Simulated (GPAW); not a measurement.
Crystal: Co.

```xyz
2
Lattice="2.4720 0.0000 0.0000 -1.2360 2.1408 0.0000 0.0000 0.0000 4.0211" Properties=species:S:1:pos:R:3 pbc="T T T"
Co    1.2360    0.7136    3.0159
Co    0.0000    1.4272    1.0053
```

Base run:

- Program: GPAW 26.7.0
- Functional: PBEsol
- Potentials or basis: PAW data sets generated in the run's folder for this functional
- Cutoff: 600 eV
- Basis: pw
- k mesh: 10 × 10 × 6
- Occupations: fermi-dirac, width 0.05 eV
- Spin: collinear spin, ferromagnetic start
- Starting moments: [2.0, 2.0] μB
- Hubbard terms: Co d U = 4 eV

Its results: pressure 10.1 GPa; net moment 3.98 μB per cell; site moments Co +2.13 μB.

Q: After a change of settings the same cell gave: pressure -2.2 GPa; net moment 3.50 μB per cell; site moments Co +1.88 μB. Which change was it?
A. hubbard terms from Co d U = 4 eV to Co d U = 6 eV
B. hubbard terms from Co d U = 4 eV to none
C. hubbard terms from Co d U = 4 eV to Co d U = 2 eV

A: C.

Caveats: the U is typed as a test and isn't derived for this compound.
